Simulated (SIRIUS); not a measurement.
# Si (Pm-3m) in SIRIUS: equation of state

Aim: energy against volume of Si in PBE, for its equilibrium volume and stiffness.

Everything below comes from runs of SIRIUS 7.12.0. Logs are shortened: lines on timing, memory, paths and dates and some standing lists are left out, and cuts for length are marked. The log counts tension as positive stress, the text compression.

## 1. Starting point

Symmetry: Pm-3m, No. 221, cubic system. Conventional cell: a = 2.532 Å, b = 2.532 Å, c = 2.532 Å, α = 90.00°, β = 90.00°, γ = 90.00°. Si (site symmetry m-3m) has 6 Si at 2.53 Å as nearest neighbours.

The cell was built by a generator and needn't be a form met in nature.

## 2. Equation of state, PBE, 15.26 Å³/atom (volume scaled by 0.94)

Input file sirius.json:

```json
{
  "control": {
    "processing_unit": "cpu",
    "std_evp_solver_name": "lapack",
    "gen_evp_solver_name": "lapack",
    "verbosity": 2,
    "print_forces": false,
    "ortho_rf": true,
    "use_second_variation": true,
    "rmt_max": 3.0,
    "num_bands_to_print": 12,
    "save_wf": true
  },
  "parameters": {
    "electronic_structure_method": "full_potential_lapwlo",
    "xc_functionals": ["XC_GGA_X_PBE", "XC_GGA_C_PBE"],
    "core_relativity": "dirac",
    "valence_relativity": "iora",
    "num_fv_states": 12,
    "smearing": "fermi_dirac",
    "smearing_width": 0.0018374661,
    "pw_cutoff": 20,
    "gk_cutoff": 3.41,
    "lmax_apw": 10,
    "lmax_rho": 8,
    "lmax_pot": 8,
    "num_mag_dims": 0,
    "auto_rmt": 0,
    "ngridk": [10, 10, 10],
    "shiftk": [0, 0, 0],
    "num_dft_iter": 80,
    "energy_tol": 1e-07,
    "density_tol": 1e-05,
    "use_symmetry": true
  },
  "settings": {"tol_ne": 1e-10},
  "iterative_solver": {"type": "exact"},
  "mixer": {"type": "anderson", "beta": 0.5, "max_history": 8},
  "unit_cell": {
    "lattice_vectors": [[4.6873140615, 0.0, 0.0], [0.0, 4.6873140615, 0.0], [0.0, 0.0, 4.6873140615]],
    "atom_types": ["Si"],
    "atom_files": {"Si": "Si.json"},
    "atoms": {"Si": [[0.5, 0.5, 0.5]]}
  }
}
```

Input file Si.json:

```json
{
  "name": "silicon",
  "symbol": "Si",
  "number": 14,
  "mass": 28.0855,
  "rmin": 1e-06,
  "rmt": 2.29,
  "nrmt": 800,
  "rinf": 17.42,
  "core": "1s",
  "valence": [
    {"basis": [{"enu": 0.13, "dme": 0, "n": 0, "auto": 0}, {"enu": 0.13, "dme": 1, "n": 0, "auto": 0}]},
    {"l": 0, "n": 1, "basis": [{"enu": 0.1568, "dme": 0, "n": 0, "auto": 0}]},
    {"l": 1, "n": 2, "basis": [{"enu": 0.23, "dme": 0, "n": 0, "auto": 0}]},
    {"l": 2, "n": 3, "basis": [{"enu": 0.23, "dme": 0, "n": 0, "auto": 0}]},
    {"l": 3, "n": 4, "basis": [{"enu": 0.23, "dme": 0, "n": 0, "auto": 0}]}
  ],
  "lo": [
    {
      "l": 0,
      "basis": [{"enu": 0.1568, "dme": 0, "n": 0, "auto": 0}, {"enu": 0.1568, "dme": 1, "n": 0, "auto": 0}]
    },
    {
      "l": 0,
      "basis": [{"enu": -4.7107, "dme": 0, "n": 2, "auto": 1}, {"enu": -4.7107, "dme": 1, "n": 2, "auto": 1}]
    },
    {
      "l": 0,
      "basis": [{"enu": -4.7107, "dme": 1, "n": 2, "auto": 1}, {"enu": 0.1568, "dme": 0, "n": 0, "auto": 0}]
    },
    {
      "l": 0,
      "basis": [{"enu": 0.1568, "dme": 0, "n": 0, "auto": 0}, {"enu": 3.2078, "dme": 0, "n": 0, "auto": 0}]
    },
    {"l": 1, "basis": [{"enu": 0.23, "dme": 0, "n": 0, "auto": 0}, {"enu": 0.23, "dme": 1, "n": 0, "auto": 0}]},
    {
      "l": 1,
      "basis": [{"enu": -3.1298, "dme": 0, "n": 2, "auto": 1}, {"enu": -3.1298, "dme": 1, "n": 2, "auto": 1}]
    },
    {
      "l": 1,
      "basis": [{"enu": -3.1298, "dme": 1, "n": 2, "auto": 1}, {"enu": 0.23, "dme": 0, "n": 0, "auto": 0}]
    },
    {"l": 1, "basis": [{"enu": 0.23, "dme": 0, "n": 0, "auto": 0}, {"enu": 3.7387, "dme": 0, "n": 0, "auto": 0}]},
    {"l": 2, "basis": [{"enu": 0.23, "dme": 0, "n": 0, "auto": 0}, {"enu": 0.23, "dme": 1, "n": 0, "auto": 0}]},
    {"l": 2, "basis": [{"enu": 0.23, "dme": 1, "n": 0, "auto": 0}, {"enu": 0.23, "dme": 2, "n": 0, "auto": 0}]},
    {"l": 2, "basis": [{"enu": 0.23, "dme": 0, "n": 0, "auto": 0}, {"enu": 3.2048, "dme": 0, "n": 0, "auto": 0}]},
    {"l": 3, "basis": [{"enu": 0.23, "dme": 0, "n": 0, "auto": 0}, {"enu": 0.23, "dme": 1, "n": 0, "auto": 0}]}
  ],
  "free_atom": [... radial grid and density of the free atom, the start of the SCF ...]
}
```

Input file sirius_start.json:

```json
{
  "control": {
    "processing_unit": "cpu",
    "std_evp_solver_name": "lapack",
    "gen_evp_solver_name": "lapack",
    "verbosity": 1,
    "print_forces": false,
    "ortho_rf": true,
    "use_second_variation": true,
    "rmt_max": 3.0,
    "num_bands_to_print": 12,
    "save_wf": false
  },
  "parameters": {
    "electronic_structure_method": "full_potential_lapwlo",
    "xc_functionals": ["XC_LDA_X", "XC_LDA_C_PW"],
    "core_relativity": "dirac",
    "valence_relativity": "iora",
    "num_fv_states": 12,
    "smearing": "fermi_dirac",
    "smearing_width": 0.0055123983,
    "pw_cutoff": 20,
    "gk_cutoff": 2.72,
    "lmax_apw": 10,
    "lmax_rho": 8,
    "lmax_pot": 8,
    "num_mag_dims": 0,
    "auto_rmt": 0,
    "ngridk": [4, 4, 4],
    "shiftk": [0, 0, 0],
    "num_dft_iter": 30,
    "energy_tol": 0.01,
    "density_tol": 0.05,
    "use_symmetry": true
  },
  "settings": {"tol_ne": 1e-10},
  "iterative_solver": {"type": "exact"},
  "mixer": {"type": "anderson", "beta": 0.5, "max_history": 8},
  "unit_cell": {
    "lattice_vectors": [[4.6873140615, 0.0, 0.0], [0.0, 4.6873140615, 0.0], [0.0, 0.0, 4.6873140615]],
    "atom_types": ["Si"],
    "atom_files": {"Si": "Si.json"},
    "atoms": {"Si": [[0.5, 0.5, 0.5]]}
  }
}
```

Potentials or basis: all-electron FP-LAPW, apw+lo standard.

Command:

```bash
$ OMP_NUM_THREADS=1 sirius.scf --input=sirius_start.json --output=start.json
$ OMP_NUM_THREADS=1 sirius.scf --input=sirius.json --output=output.json --task=1
```

Standard output:

```text
[info] SIRIUS version : 7.12.0
[info] number of MPI ranks           : 1
[info] MPI grid                      : 1 1
[info] maximum number of OMP threads : 1
[fft] FFT context for density and potential
[fft] =====================================
[fft]   plane wave cutoff                     : 20
[fft]   grid size                             : 32 32 32   total : 32768
[fft]   grid limits                           : -15 16   -15 16   -15 16
[fft]   number of G-vectors within the cutoff : 13949
[fft]   number of G-shells                    : 407
[fft] FFT context for coarse grid
[fft] =====================================
[fft]   plane wave cutoff                     : 6.82
[fft]   grid size                             : 15 15 15   total : 3375
[fft]   grid limits                           : -7 7   -7 7   -7 7
[fft]   number of G-vectors within the cutoff : 515
[fft]   number of G-shells                    : 27
[unit cell] lattice vectors
[unit cell]   a1 :       4.6873140615      0.0000000000      0.0000000000
[unit cell]   a2 :       0.0000000000      4.6873140615      0.0000000000
[unit cell]   a3 :       0.0000000000      0.0000000000      4.6873140615
[unit cell] reciprocal lattice vectors
[unit cell]   b1 :       1.3404660376      0.0000000000      0.0000000000
[unit cell]   b2 :       0.0000000000      1.3404660376      0.0000000000
[unit cell]   b3 :       0.0000000000      0.0000000000      1.3404660376
[unit cell] unit cell volume :       102.98456997 [a.u.^3]
[unit cell] 1/sqrt(omega)    :         0.09854031
[unit cell] MT volume        :        50.30313549 (48.85%)
[unit cell] IT volume        :        52.68143448 (51.15%)
[unit cell] number of atom types : 1
[unit cell] type id : 0 symbol : Si mt_radius :   2.290000 num_atoms : 1
[unit cell] total number of atoms : 1
[unit cell] number of symmetry classes : 1
[unit cell] atom id  type id  class id             position                      vector_field
[unit cell] ------------------------------------------------------------------------------------------
[unit cell]      0        0        0      0.50000   0.50000   0.50000      0.00000   0.00000   0.00000
[unit cell] atom id         position (Cartesian, a.u.)
[unit cell] ---------------------------------------------
[unit cell]      0       2.343657    2.343657    2.343657
[unit cell] class id : 0 atom id : 0
[unit cell] minimum bond length:     4.687314
[sym] space group number   : 221
[sym] international symbol : Pm-3m
[sym] Hall symbol          : -P 4 2 3
[sym] space group transformation matrix :
[sym]   1.0000  0.0000  0.0000
[sym]   0.0000  1.0000  0.0000
[sym]   0.0000  0.0000  1.0000
[sym] space group origin shift :
[sym]   0.0000  0.0000  0.0000
[sym] number of space group operations  : 48
[... 238 lines left out ...]
[find] valence_eval_sum               :     -27.04145090
[find] core_eval_sum                  :    -130.33387209
[find] kinetic energy                 :     290.17434075
[find] enuc                           :    -349.13001768
[find] <rho|V^{XC}>                   :     -26.96913247
[find] <rho|E^{XC}>                   :     -20.88019625
[find] <mag|B^{XC}>                   :       0.00000000
[find] <rho|V^{H}>                    :    -420.58053129
[find] smearing (-TS)                 :      -0.00005002
[find] SCF correction                 :       0.10286307
[find] Total energy                   :    -290.02327575 (Ha),    -580.04655149 (Ry)
[find] Free energy (E-TS)             :    -290.02332577 (Ha),    -580.04665153 (Ry)
[find] band gap (eV)                  :       0.00000000
[find] Efermi                         :       0.29722676
[find] iteration : 0, RMS (target) : 1.1757e-01 (1.0000e-05) , energy difference (target) : -2.9002e+02 (1.0000e-07)
[find] +------------------------------+
[find] | SCF iteration   1 out of  80|
[find] +------------------------------+
[generate_radial_functions] Linearization energies
[generate_radial_functions] Atom : Si, class id : 0
[generate_radial_functions] augmented waves
[generate_radial_functions] local orbitals
[generate_radial_functions] {l: 0, n: 2, enu: -4.63363, dme: 0, auto: 1}
[generate_radial_functions] {l: 0, n: 2, enu: -4.63363, dme: 1, auto: 1}
[generate_radial_functions] {l: 0, n: 2, enu: -4.63363, dme: 1, auto: 1}
[generate_radial_functions] {l: 1, n: 2, enu: -3.01848, dme: 0, auto: 1}
[generate_radial_functions] {l: 1, n: 2, enu: -3.01848, dme: 1, auto: 1}
[generate_radial_functions] {l: 1, n: 2, enu: -3.01848, dme: 1, auto: 1}
[diagonalize] Lowest band energies
[diagonalize] ik:    0   -4.633717   -3.018222   -3.018222   -3.018222   -0.206280    0.572115    0.572115    0.594584    0.594584    0.594584    0.901072    1.228906
[diagonalize] ik:    1   -4.633711   -3.018277   -3.018218   -3.018218   -0.197762    0.452225    0.578976    0.601646    0.601646    0.700794    0.932610    1.174894
[diagonalize] ik:    2   -4.633695   -3.018416   -3.018205   -3.018205   -0.172349    0.325012    0.598729    0.622644    0.622644    0.784571    1.023861    1.073835
[diagonalize] ik:    3   -4.633675   -3.018593   -3.018189   -3.018189   -0.130581    0.208037    0.628200    0.656718    0.656718    0.848285    0.972999    0.972999
[diagonalize] ik:    4   -4.633659   -3.018735   -3.018179   -3.018179   -0.074407    0.106016    0.658789    0.700025    0.700025    0.887611    0.887611    0.908786
[diagonalize] ...
[diagonalize] ik:   51   -4.633548   -3.018710   -3.018710   -3.018504    0.244785    0.250661    0.250661    0.411803    0.586012    0.615973    0.615973    0.822283
[diagonalize] ik:   52   -4.633544   -3.018654   -3.018647   -3.018647    0.182171    0.309388    0.309388    0.451184    0.541453    0.541453    0.591299    0.809331
[diagonalize] ik:   53   -4.633538   -3.018703   -3.018650   -3.018645    0.231870    0.267246    0.335167    0.484885    0.499532    0.499602    0.587607    0.767010
[diagonalize] ik:   54   -4.633532   -3.018698   -3.018698   -3.018644    0.291056    0.293919    0.293919    0.456553    0.500959    0.524485    0.524485    0.724656
[diagonalize] ik:   55   -4.633526   -3.018692   -3.018692   -3.018692    0.320027    0.320027    0.320027    0.458946    0.482240    0.482240    0.482240    0.681353
[generate_core_charge_density] atom class : 0
[generate_core_charge_density]   n,l,k : 1 0 1  energy :         -65.14229188
[find] Total energy                   :    -290.02325156 (Ha),    -580.04650311 (Ry)
[find] iteration : 1, RMS (target) : 5.5077e-02 (1.0000e-05) , energy difference (target) : 2.4191e-05 (1.0000e-07)
[find] Total energy                   :    -290.02324467 (Ha),    -580.04648934 (Ry)
[find] iteration : 2, RMS (target) : 3.6625e-03 (1.0000e-05) , energy difference (target) : 6.8847e-06 (1.0000e-07)
[find] Total energy                   :    -290.02324675 (Ha),    -580.04649351 (Ry)
[find] iteration : 3, RMS (target) : 2.0938e-04 (1.0000e-05) , energy difference (target) : -2.0818e-06 (1.0000e-07)
[find] Total energy                   :    -290.02324683 (Ha),    -580.04649365 (Ry)
[find] iteration : 4, RMS (target) : 1.1000e-05 (1.0000e-05) , energy difference (target) : -7.3497e-08 (1.0000e-07)
[find] Charges and magnetic moments
[find] --------------------------------------------------------------------------------
[find] atom      charge    core leakage
[find] --------------------------------------------------------------------------------
[find]    0   12.523228    0.000000e+00
[find] total core leakage    : 0.00000000e+00
[find] interstitial charge   : 1.476772
[find] total charge          : 14.000000
[find] Energy
[find] --------------------------------------------------------------------------------
[find] valence_eval_sum               :     -26.97067794
[find] core_eval_sum                  :    -130.26262640
[find] kinetic energy                 :     290.80254649
[find] enuc                           :    -349.40662279
[find] <rho|V^{XC}>                   :     -26.98739494
[find] <rho|E^{XC}>                   :     -20.89495005
[find] <mag|B^{XC}>                   :       0.00000000
[find] <rho|V^{H}>                    :    -421.04845590
[find] smearing (-TS)                 :      -0.00004995
[find] SCF correction                 :       0.00000748
[find] Total energy                   :    -290.02324683 (Ha),    -580.04649365 (Ry)
[find] Free energy (E-TS)             :    -290.02329677 (Ha),    -580.04659355 (Ry)
[find] band gap (eV)                  :       0.00000000
[find] Efermi                         :       0.29958740
[find] iteration : 5, RMS (target) : 9.8385e-07 (1.0000e-05) , energy difference (target) : 1.0901e-09 (1.0000e-07)
[find] converged after 6 SCF iterations!
[find] Charges and magnetic moments
[find] --------------------------------------------------------------------------------
[find] atom      charge    core leakage
[find] --------------------------------------------------------------------------------
[find]    0   12.523228    0.000000e+00
[find] total core leakage    : 0.00000000e+00
[find] interstitial charge   : 1.476772
[find] total charge          : 14.000000
[find] Energy
[find] --------------------------------------------------------------------------------
[find] valence_eval_sum               :     -26.97067794
[find] core_eval_sum                  :    -130.26262640
[find] kinetic energy                 :     290.80254649
[find] enuc                           :    -349.40662279
[find] <rho|V^{XC}>                   :     -26.98739494
[find] <rho|E^{XC}>                   :     -20.89495005
[find] <mag|B^{XC}>                   :       0.00000000
[find] <rho|V^{H}>                    :    -421.04845590
[find] smearing (-TS)                 :      -0.00004995
[find] SCF correction                 :       0.00000748
[find] Total energy                   :    -290.02324683 (Ha),    -580.04649365 (Ry)
[find] Free energy (E-TS)             :    -290.02329677 (Ha),    -580.04659355 (Ry)
[find] band gap (eV)                  :       0.00000000
[find] Efermi                         :       0.29958740
```

It took 12 s on 1 thread of Arm Neoverse V1, shared host; peak memory 0.27 GiB.

Results:

| Property | Result |
| --- | --- |
| Free energy | -7891.9359 eV |
| Band gap on the k mesh | none (metal or under the smearing width) |
| All electrons inside the program's atomic spheres | Si 12.52 (radii Si 2.29 bohr) |

## 3. Equation of state, PBE, 15.59 Å³/atom (volume scaled by 0.96)

sirius.json, as its differences from that of step 2:

```diff
@@ -39,3 +39,3 @@
   "unit_cell": {
-    "lattice_vectors": [[4.6873140615, 0.0, 0.0], [0.0, 4.6873140615, 0.0], [0.0, 0.0, 4.6873140615]],
+    "lattice_vectors": [[4.7203244031, 0.0, 0.0], [0.0, 4.7203244031, 0.0], [0.0, 0.0, 4.7203244031]],
     "atom_types": ["Si"],
```

Input file Si.json:

```json
{
  "name": "silicon",
  "symbol": "Si",
  "number": 14,
  "mass": 28.0855,
  "rmin": 1e-06,
  "rmt": 2.29,
  "nrmt": 800,
  "rinf": 17.42,
  "core": "1s",
  "valence": [
    {"basis": [{"enu": 0.12, "dme": 0, "n": 0, "auto": 0}, {"enu": 0.12, "dme": 1, "n": 0, "auto": 0}]},
    {"l": 0, "n": 1, "basis": [{"enu": 0.1467, "dme": 0, "n": 0, "auto": 0}]},
    {"l": 1, "n": 2, "basis": [{"enu": 0.22, "dme": 0, "n": 0, "auto": 0}]},
    {"l": 2, "n": 3, "basis": [{"enu": 0.22, "dme": 0, "n": 0, "auto": 0}]},
    {"l": 3, "n": 4, "basis": [{"enu": 0.22, "dme": 0, "n": 0, "auto": 0}]}
  ],
  "lo": [
    {
      "l": 0,
      "basis": [{"enu": 0.1467, "dme": 0, "n": 0, "auto": 0}, {"enu": 0.1467, "dme": 1, "n": 0, "auto": 0}]
    },
    {
      "l": 0,
      "basis": [{"enu": -4.7207, "dme": 0, "n": 2, "auto": 1}, {"enu": -4.7207, "dme": 1, "n": 2, "auto": 1}]
    },
    {
      "l": 0,
      "basis": [{"enu": -4.7207, "dme": 1, "n": 2, "auto": 1}, {"enu": 0.1467, "dme": 0, "n": 0, "auto": 0}]
    },
    {
      "l": 0,
      "basis": [{"enu": 0.1467, "dme": 0, "n": 0, "auto": 0}, {"enu": 3.1978, "dme": 0, "n": 0, "auto": 0}]
    },
    {"l": 1, "basis": [{"enu": 0.22, "dme": 0, "n": 0, "auto": 0}, {"enu": 0.22, "dme": 1, "n": 0, "auto": 0}]},
    {
      "l": 1,
      "basis": [{"enu": -3.1398, "dme": 0, "n": 2, "auto": 1}, {"enu": -3.1398, "dme": 1, "n": 2, "auto": 1}]
    },
    {
      "l": 1,
      "basis": [{"enu": -3.1398, "dme": 1, "n": 2, "auto": 1}, {"enu": 0.22, "dme": 0, "n": 0, "auto": 0}]
    },
    {"l": 1, "basis": [{"enu": 0.22, "dme": 0, "n": 0, "auto": 0}, {"enu": 3.7287, "dme": 0, "n": 0, "auto": 0}]},
    {"l": 2, "basis": [{"enu": 0.22, "dme": 0, "n": 0, "auto": 0}, {"enu": 0.22, "dme": 1, "n": 0, "auto": 0}]},
    {"l": 2, "basis": [{"enu": 0.22, "dme": 1, "n": 0, "auto": 0}, {"enu": 0.22, "dme": 2, "n": 0, "auto": 0}]},
    {"l": 2, "basis": [{"enu": 0.22, "dme": 0, "n": 0, "auto": 0}, {"enu": 3.1948, "dme": 0, "n": 0, "auto": 0}]},
    {"l": 3, "basis": [{"enu": 0.22, "dme": 0, "n": 0, "auto": 0}, {"enu": 0.22, "dme": 1, "n": 0, "auto": 0}]}
  ],
  "free_atom": [... radial grid and density of the free atom, the start of the SCF ...]
}
```

sirius_start.json, as its differences from that of step 2:

```diff
@@ -39,3 +39,3 @@
   "unit_cell": {
-    "lattice_vectors": [[4.6873140615, 0.0, 0.0], [0.0, 4.6873140615, 0.0], [0.0, 0.0, 4.6873140615]],
+    "lattice_vectors": [[4.7203244031, 0.0, 0.0], [0.0, 4.7203244031, 0.0], [0.0, 0.0, 4.7203244031]],
     "atom_types": ["Si"],
```

Potentials or basis: all-electron FP-LAPW, apw+lo standard.

Command:

```bash
$ OMP_NUM_THREADS=1 sirius.scf --input=sirius_start.json --output=start.json
$ OMP_NUM_THREADS=1 sirius.scf --input=sirius.json --output=output.json --task=1
```

Wall time 13 s (1 thread of Arm Neoverse V1, shared host); peak memory 0.27 GiB.

Results (log left out):

| Item | Value |
| --- | --- |
| Free energy | -7891.9487 eV |
| Band gap on the k mesh | none (metal or under the smearing width) |
| All electrons inside the program's atomic spheres | Si 12.49 (radii Si 2.29 bohr) |

(Part 1 of 2 ends here.)
